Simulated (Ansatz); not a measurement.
# How much does Li in Ni(111), 2x2 scatter?

Aim: the resistance that Li in Ni(111), 2x2 adds to the host.

Program: Ansatz 0.2.0. Level of theory: Ansatz plane-wave DFT, PBE, PAW files, collinear spin; ballistic transport by layer matching (Landauer), zero bias; PAW set soft_1, in the first sound run; inputs show where later runs differ. Results are calculated unless marked as measured.

This is a report of a sequence of runs, with most program output left out.

## 1. The starting structure

The cell holds 44 atoms: 43 Ni and 1 Li. Its edges and angles: a = 4.984 Å, b = 4.984 Å, c = 22.427 Å, α = 86.8°, β = 93.2°, γ = 120.0°. It derives from Ni. Regions: lead, 24 atoms (24 Ni); scattering region, 20 atoms (19 Ni and 1 Li). The structure is stacked along c, and the current runs across the ab planes.

## 2. Transmission at ideal sites

The defect sits in one plane of the supercell, all atoms on ideal sites; the layers about the cell's end are the lead. The mesh across the current, 12×12, is finer than the density's, because channels open and close sharply across the zone. Energies from -0.1 to 0.1 eV in steps of 0.05 eV are too few for the program's thermal sum, so it prints no conductance; for a metal the transmission near the Fermi level serves, at a fraction of the cost.

The input, input.yaml:

```yaml
crystal:
  lattice:
    - [4.9836885938, 0.0, 0.0]
    - [-2.4918442969, 4.3160009268, 0.0]
    - [-1.2459221485, 0.7193334878, 22.3804058349]
  atoms:
    - { symbol: Ni, position: [0.0075757576, 0.9924242424, 0.0454545455], spin: 1.0 }
    - { symbol: Ni, position: [0.0075757576, 0.4924242424, 0.0454545455], spin: 1.0 }
    - { symbol: Ni, position: [0.5075757576, 0.9924242424, 0.0454545455], spin: 1.0 }
    - { symbol: Ni, position: [0.5075757576, 0.4924242424, 0.0454545455], spin: 1.0 }
    - { symbol: Ni, position: [0.1893939394, 0.3106060606, 0.1363636364], spin: 1.0 }
    - { symbol: Ni, position: [0.1893939394, 0.8106060606, 0.1363636364], spin: 1.0 }
    - { symbol: Ni, position: [0.6893939394, 0.3106060606, 0.1363636364], spin: 1.0 }
    - { symbol: Ni, position: [0.6893939394, 0.8106060606, 0.1363636364], spin: 1.0 }
[... 32 atom lines left out ...]
    - { symbol: Ni, position: [0.3257575758, 0.1742424242, 0.9545454545], spin: 1.0 }
    - { symbol: Ni, position: [0.3257575758, 0.6742424242, 0.9545454545], spin: 1.0 }
    - { symbol: Ni, position: [0.8257575758, 0.1742424242, 0.9545454545], spin: 1.0 }
    - { symbol: Ni, position: [0.8257575758, 0.6742424242, 0.9545454545], spin: 1.0 }
magnetization:
  spin_polarized: true
kpoints:
  mp_grid: { grid: [5, 5, 1] }
hamiltonian:
  xc: pbe
  pseudopotentials: { kind: paw, azcp: { folder: soft_1 } }
scf:
  occupations: { method: fermi_dirac, width: 0.1 }
output:
  transmission: { leads: [[0, 4]], kmesh: [12, 12], e_range: [-0.1, 0.1], de: 0.05 }
  write_potential: true
  write_density: true
  volumetric_format: npy
  elf: true
```

Started as:

```
$ ansatz run input.yaml --threads 4 --pin off --max-ram 15360MiB --backend cpu --events-out ev --progress --plain --runs-dir out
```

It took 16 min on 4 threads of Arm Neoverse V1, shared host; peak memory 6.1 GiB.

This step gave:

```
free energy                  : -251314.1463 eV
energy at zero smearing      : -251313.0618 eV
Fermi energy                 : 17.46 eV
magnetization                : 28.18 μB
absolute magnetization       : 32.01 μB
cell area                    : 21.51 Å²
transmission, spin up        : 2.386
transmission, spin down      : 4.496
open channels, spin up       : 2.604
open channels, spin down     : 6.931
step of the lead's potential : 1.2 meV
```

Per spin. Transmission, zone mean against energy, zero at the Fermi level:

```csv
energy (eV),T up,T down
-0.1000,2.15,4.12
-0.0500,2.31,4.35
0.0000,2.39,4.50
0.0500,2.41,4.35
0.1000,2.45,4.44
```

Per spin. The open channels, zone mean by energy, zero at the Fermi level:

```csv
energy (eV),lead up,lead down
-0.1000,2.44,6.53
-0.0500,2.52,6.49
0.0000,2.60,6.93
0.0500,2.60,6.86
0.1000,2.69,7.16
```

Transmission over k1 and k2. At 0.0000 eV from the Fermi level, spin up.

Values, 12 rows by 12 columns:
```
1.91 1.91 1.92 2.70 2.70 1.92 1.91 1.91 2.79 2.85 2.85 2.79
2.77 1.92 1.92 1.93 2.12 1.93 1.92 1.92 2.77 2.85 2.85 2.85
2.85 2.70 1.93 1.94 2.35 2.31 1.94 1.93 2.70 2.85 2.85 2.85
2.77 2.70 2.12 2.35 1.92 2.91 1.92 2.34 2.12 2.70 2.77 2.79
1.91 1.92 1.93 2.31 2.91 3.69 3.69 2.91 2.34 1.93 1.92 1.91
1.90 1.91 1.92 1.94 1.92 3.69 2.94 3.69 1.92 1.94 1.92 1.91
1.91 1.91 1.92 1.93 2.34 2.91 3.69 3.69 2.91 2.31 1.93 1.92
2.77 2.79 2.77 2.70 2.12 2.34 1.92 2.91 1.92 2.35 2.12 2.70
2.85 2.85 2.85 2.85 2.70 1.93 1.94 2.31 2.35 1.94 1.93 2.70
2.77 2.85 2.85 2.85 2.77 1.92 1.92 1.93 2.12 1.93 1.92 1.92
1.91 2.79 2.85 2.85 2.79 1.91 1.91 1.92 2.70 2.70 1.92 1.91
1.90 1.91 2.77 2.85 2.77 1.91 1.90 1.91 2.77 2.85 2.77 1.91
```
Columns: k1 (b1) from -0.5 to 0.417; rows upwards: k2 (b2) from -0.5 to 0.417.

Open channels over k1 and k2. At 0.0000 eV from the Fermi level, spin up.

Values, 12 rows by 12 columns:
```
2.00 2.00 2.00 3.00 3.00 2.00 2.00 2.00 3.00 3.00 3.00 3.00
3.00 2.00 2.00 2.00 3.00 2.00 2.00 2.00 3.00 3.00 3.00 3.00
3.00 3.00 2.00 2.00 3.00 3.00 2.00 2.00 3.00 3.00 3.00 3.00
3.00 3.00 3.00 3.00 2.00 3.00 2.00 3.00 3.00 3.00 3.00 3.00
2.00 2.00 2.00 3.00 3.00 4.00 4.00 3.00 3.00 2.00 2.00 2.00
2.00 2.00 2.00 2.00 2.00 4.00 3.00 4.00 2.00 2.00 2.00 2.00
2.00 2.00 2.00 2.00 3.00 3.00 4.00 4.00 3.00 3.00 2.00 2.00
3.00 3.00 3.00 3.00 3.00 3.00 2.00 3.00 2.00 3.00 3.00 3.00
3.00 3.00 3.00 3.00 3.00 2.00 2.00 3.00 3.00 2.00 2.00 3.00
3.00 3.00 3.00 3.00 3.00 2.00 2.00 2.00 3.00 2.00 2.00 2.00
2.00 3.00 3.00 3.00 3.00 2.00 2.00 2.00 3.00 3.00 2.00 2.00
2.00 2.00 3.00 3.00 3.00 2.00 2.00 2.00 3.00 3.00 3.00 2.00
```
Columns: k1 (b1) from -0.5 to 0.417; rows upwards: k2 (b2) from -0.5 to 0.417.

Transmission over k1 and k2. At 0.0000 eV from the Fermi level, spin down.

Values, 12 rows by 12 columns:
```
4.41 4.48 4.42 4.56 4.57 4.42 4.48 4.41 4.21 5.64 5.64 4.21
4.23 4.42 4.50 4.64 3.72 4.60 4.49 4.42 4.23 5.64 5.48 5.64
5.91 4.56 4.64 4.00 4.33 4.33 4.00 4.65 4.50 5.92 5.64 5.64
4.23 4.57 3.72 4.33 3.05 4.02 3.05 4.32 3.72 4.50 4.23 4.21
4.41 4.42 4.60 4.33 4.02 4.77 4.77 4.04 4.32 4.65 4.42 4.41
4.41 4.48 4.49 4.00 3.05 4.77 4.91 4.77 3.05 4.00 4.49 4.48
4.41 4.41 4.42 4.65 4.32 4.04 4.77 4.77 4.02 4.33 4.60 4.42
4.23 4.21 4.23 4.50 3.72 4.32 3.05 4.02 3.05 4.33 3.72 4.57
5.91 5.64 5.64 5.92 4.50 4.65 4.00 4.33 4.33 4.00 4.64 4.56
4.23 5.64 5.48 5.64 4.23 4.42 4.49 4.60 3.72 4.64 4.50 4.42
4.41 4.21 5.64 5.64 4.21 4.41 4.48 4.42 4.57 4.56 4.42 4.48
4.43 4.41 4.23 5.91 4.23 4.41 4.41 4.41 4.23 5.91 4.23 4.41
```
Columns: k1 (b1) from -0.5 to 0.417; rows upwards: k2 (b2) from -0.5 to 0.417.

Open channels over k1 and k2. At 0.0000 eV from the Fermi level, spin down.

Ten even steps from '0' (4.0) to '9' (10.0):
```
333663333883
333565333888
965355356988
366505056633
335556655533
333306660333
333555665553
333665050566
988965355356
388833356533
338833336633
333933333933
```
Columns: k1 (b1) from -0.5 to 0.417; rows upwards: k2 (b2) from -0.5 to 0.417.

Spin density in the ca plane at fractional y = 0.038, with atoms of Ni and Li within 0.2 Å of it.

Ten even steps from '0' (0.0 e/Å³) to '9' (2.3 e/Å³), each cell a mean:
```
00000000000000000000014200000000000000393000
00000210000000000000025200000000000000010000
00000210000000000000000000000000000000000000
00000000000000000000000000000000000000000000
00000000001200000000000000000000000000000000
00000000001100000000000000000000000000021000
00000000000000000000000000000000000000393000
00000100000000000000000000000000000000252000
00000210000000000000000000000000000000000000
00000100000000000000000000000000000000000000
00000000000100000000000000000000000000000000
00000000001200000000000000000000000000000000
00000000000100000000000000000000000000252000
```
Columns run along c (16.0 Å, from fractional 0.14 to 0.86 of the cell), rows up along a (5.0 Å). Atoms in or near the plane, at fractional coordinates: Li at (0.50, 0.42), Ni at (0.50, 0.92), Ni at (0.77, 0.46), Ni at (0.77, 0.96).

Electrostatic potential energy in the ca plane at fractional y = 0.038, with atoms of Ni and Li within 0.2 Å of it. With pseudopotentials it is smooth inside the atoms' cores, unlike the true potential.

Ten even steps from '0' (-8 eV) to '9' (20 eV), each cell a mean:
```
89973015874479998998338417999999999971696179
88840412898899999998249417988999988983131488
78840412887789998898512158743689855898546897
89972126851027998899865688400278622699888996
89998788722405887789999998300278634798534798
99999889712305987899987898633689877884141389
89986347851148998899841379988999999971696179
89961103887789999999710069999999999982483289
78841522898899998999730279876899877886112698
78850104874358998899976798611388733799778996
89985358830116987789999998300178522699877997
99999899713504887789987788400389755896211588
99998778820116998899721158866899988982484289
```
Columns run along c (16.0 Å, from fractional 0.14 to 0.86 of the cell; values clipped at the 3rd and 97th percentile), rows up along a (5.0 Å). Atoms in or near the plane, at fractional coordinates: Li at (0.50, 0.42), Ni at (0.50, 0.92), Ni at (0.77, 0.46), Ni at (0.77, 0.96).

ELF in the ca plane at fractional y = 0.038, with atoms of Ni and Li within 0.2 Å of it. It is the smooth field of the valence electrons, not physical close to the nuclei.

Ten even steps from '0' (0.06) to '9' (0.96), each cell a mean:
```
22211211111111222221148511222222222211796112
11112531122122211221159611221112112211342111
11112531121111222222123211111111111111111111
12211211111211221112111121122111111112111211
22211112114521211112211221122111111111111111
11221122114521211112100011111112111111353112
22211111111111222222003101211122222211696112
12212321121111222222039401322222222211585112
11113641122112222222014101211112111111121111
11212321111111221222100011111111111111111211
12211111112321211112211221122111111112111111
11221122115621211112211121111111111111121111
11211112112311221122112111111112112211585112
```
Columns run along c (16.0 Å, from fractional 0.14 to 0.86 of the cell), rows up along a (5.0 Å). Atoms in or near the plane, at fractional coordinates: Li at (0.50, 0.42), Ni at (0.50, 0.92), Ni at (0.77, 0.46), Ni at (0.77, 0.96).

Nearest the Fermi level spin up passes 2.39 of 2.60 channels of the lower lead and spin down 4.50 of 6.93.

## 3. Resistance at ideal sites

This step: Ansatz plane-wave DFT, PBE, PAW files, collinear spin; ballistic transport by layer matching (Landauer), zero bias; area resistance of the defect plane and resistivity an atomic per cent; PAW set soft_1 (Ansatz 0.2.0).

This step gave:

| Item | Value |
| --- | --- |
| area resistance | 0.1322 fΩ m² |
| T over the leads' mean channel count | 0.7248 |
| spin asymmetry γ | 0.4002 (R down - R up) / (R down + R up) |
| resistivity per at.% scaled from this dense plane, with the factor 3/4 for isotropic scattering | 1.950 µΩ cm |

Averaged over the energies near the Fermi level, 72.5 % of the channels pass, which makes 0.132 fΩ m².

By hand, with means over the energies near the Fermi level: RA per spin = A (h/e²)(1/T − ½[1/N₁ + 1/N₂]); spin up: 21.51×10⁻²⁰ m² × 25 813 Ω × (1/2.369 − ½[1/2.576 + 1/2.576]) = 0.189 fΩ m²; spin down: 21.51×10⁻²⁰ m² × 25 813 Ω × (1/4.398 − ½[1/6.759 + 1/6.759]) = 0.441 fΩ m². The spins conduct in parallel, so 1/RA = 1/0.189 + 1/0.441 and RA = 0.132 fΩ m²; γ = (0.441 − 0.189)/(0.441 + 0.189) = 0.4.

## 4. Relaxing the neighbours

The neighbours of the defect are let go while the lead's layers stay on their sites, since a lead must repeat to 0.01 Å.

This step: Ansatz plane-wave DFT, PBE, PAW files, collinear spin; relaxation with the lead's layers held; PAW set soft_1 (Ansatz 0.2.0).

Changes to input.yaml since step 2:

```diff
@@ -59,7 +59,6 @@
   occupations: { method: fermi_dirac, width: 0.1 }
-output:
-  transmission: { leads: [[0, 4]], kmesh: [12, 12], e_range: [-0.1, 0.1], de: 0.05 }
-  write_potential: true
-  write_density: true
-  volumetric_format: npy
-  elf: true
+relax:
+  f_tol: 0.03
+  max_steps: 40
+  constraints:
+    - { sites: [0, 1, 2, 3, 4, 5, 6, 7, 8, 9, 10, 11, 32, 33, 34, 35, 36, 37, 38, 39, 40, 41, 42, 43] }
```

The job ended after 16 min (4 threads; peak memory 6.2 GiB; 63 min of CPU time).

The steps of the relaxation:

```csv
step,energy less that of the first step (eV),largest force component (eV/Å)
1,0.0000,0.2602
2,-0.0068,0.1827
3,-0.0136,0.0279
4,-0.0136,0.0280
```

The run keeps the 4 symmetry operations that it works with, so distortions that break them were not tested.

The atoms that moved most (Å):

```csv
atom,dx,dy,dz,length
Ni26,0.001,0.000,-0.027,0.027
Ni20,-0.001,0.000,0.027,0.027
Ni14,-0.001,0.000,-0.018,0.018
Ni32,0.001,0.000,0.018,0.018
Ni17,-0.008,0.004,-0.010,0.014
Ni27,0.008,-0.004,0.010,0.014
Ni19,0.007,0.004,-0.011,0.014
Ni18,0.000,-0.008,-0.011,0.014
```

This step gave:

```yaml
free_energy: -251314.1598 eV
energy_at_zero_smearing: -251313.0761 eV
```

The largest force component on a free atom ends at 0.028 eV/Å, under the tolerance of 0.03, after 4 steps.

## 5. Transmission after relaxation, relaxed yes

The transmission is solved again on the relaxed atoms.

This step: Ansatz plane-wave DFT, PBE, PAW files, collinear spin; ballistic transport by layer matching (Landauer), zero bias; PAW set soft_1 (Ansatz 0.2.0).

The input, input.yaml:

```yaml
crystal:
  lattice:
    - [4.9836885938, 0.0, 0.0]
    - [-2.4918442969, 4.3160009268, 0.0]
    - [-1.2459221485, 0.7193334878, 22.3804058349]
  atoms:
    - { symbol: Ni, position: [0.0075757576, 0.9924242424, 0.0454545455], spin: 1.0 }
    - { symbol: Ni, position: [0.0075757576, 0.4924242424, 0.0454545455], spin: 1.0 }
    - { symbol: Ni, position: [0.5075757576, 0.9924242424, 0.0454545455], spin: 1.0 }
    - { symbol: Ni, position: [0.5075757576, 0.4924242424, 0.0454545455], spin: 1.0 }
    - { symbol: Ni, position: [0.1893939394, 0.3106060606, 0.1363636364], spin: 1.0 }
    - { symbol: Ni, position: [0.1893939394, 0.8106060606, 0.1363636364], spin: 1.0 }
    - { symbol: Ni, position: [0.6893939394, 0.3106060606, 0.1363636364], spin: 1.0 }
    - { symbol: Ni, position: [0.6893939394, 0.8106060606, 0.1363636364], spin: 1.0 }
[... 32 atom lines left out ...]
    - { symbol: Ni, position: [0.3257575758, 0.1742424242, 0.9545454545], spin: 1.0 }
    - { symbol: Ni, position: [0.3257575758, 0.6742424242, 0.9545454545], spin: 1.0 }
    - { symbol: Ni, position: [0.8257575758, 0.1742424242, 0.9545454545], spin: 1.0 }
    - { symbol: Ni, position: [0.8257575758, 0.6742424242, 0.9545454545], spin: 1.0 }
magnetization:
  spin_polarized: true
kpoints:
  mp_grid: { grid: [5, 5, 1] }
hamiltonian:
  xc: pbe
  pseudopotentials: { kind: paw, azcp: { folder: soft_1 } }
scf:
  occupations: { method: fermi_dirac, width: 0.1 }
output:
  transmission:
    leads: [[0, 4]]
    kmesh: [10, 10]
    e_range: [-0.05, 0.05]
    de: 0.05
  write_potential: true
  write_density: true
  volumetric_format: npy
```

Elapsed: 14 min, on 4 threads; peak memory 6.1 GiB.

This step gave:

- free energy: -251314.1599 eV
- transmission, spin up: 2.333
- transmission, spin down: 4.511
- open channels, spin up: 2.49
- open channels, spin down: 7.16
- step of the lead's potential: 1.6 meV

Per spin. Table of transmission, zone mean by energy, zero at the Fermi level:

```csv
energy (eV),T up,T down
-0.0500,2.33,4.15
0.0000,2.33,4.51
0.0500,2.41,4.55
```

Nearest the Fermi level spin up passes 2.33 of 2.49 channels of the lower lead and spin down 4.51 of 7.16.

## 6. Resistance after relaxation

This step: Ansatz plane-wave DFT, PBE, PAW files, collinear spin; ballistic transport by layer matching (Landauer), zero bias; area resistance of the defect plane and resistivity an atomic per cent; PAW set soft_1 (Ansatz 0.2.0).

Numbers from this step:

| Property | Result |
| --- | --- |
| area resistance | 0.1192 fΩ m² |
| T over the leads' mean channel count | 0.7154 |
| spin asymmetry γ | 0.4803 (R down - R up) / (R down + R up) |
| resistivity per at.% scaled from this dense plane, with the factor 3/4 for isotropic scattering | 1.757 µΩ cm |

Averaged over the energies near the Fermi level, 71.5 % of the channels pass, which makes 0.119 fΩ m², against 0.132 on ideal sites.

## 7. What came out

```json
{
  "share of channels that pass, rigid": "0.725",
  "area resistance, rigid": "0.132 fΩ m²",
  "resistivity per at.% from the area resistance, times 3/4, rigid": "1.95 µΩ cm",
  "share of channels that pass, relaxed": "0.715",
  "area resistance, relaxed": "0.119 fΩ m²",
  "resistivity per at.% from the area resistance, times 3/4, relaxed": "1.76 µΩ cm"
}
```

The plane of defects adds 0.12 fΩ m². Scaled to one atomic per cent that is 2.3 µΩ cm as it stands and 1.8 with the factor 3/4 for isotropic scattering on a spherical Fermi surface; with the reflection in place of the resistance taken as linear in the density it would be 1.3. These are rough estimates of the dilute value, not bounds. One Li in each 2x2 cell reflects 28 % of the lead's channels. The relaxed cell differs by -9.9 % in resistance; between the two runs the lead's own channel count goes from 9.34 to 9.45, so sampling may have a part in it. The defect scatters spin down more strongly (asymmetry 0.48). The defects form a dense periodic sheet that scatters coherently, unlike a dilute random alloy. T and N are means over the solved energies nearest the Fermi level. One magnetic start was tried, and the two spins conduct in parallel without mixing.

[Logs are printed without paths, hosts, clocks, repeated set-up lines and the standing remarks that a program may print on its own settings, such as how far it seeks lower states.]

[Hosts, paths, dates, database ids (printed as entryN), source tags and the programs' standing remarks are cut or masked in the printed files.]
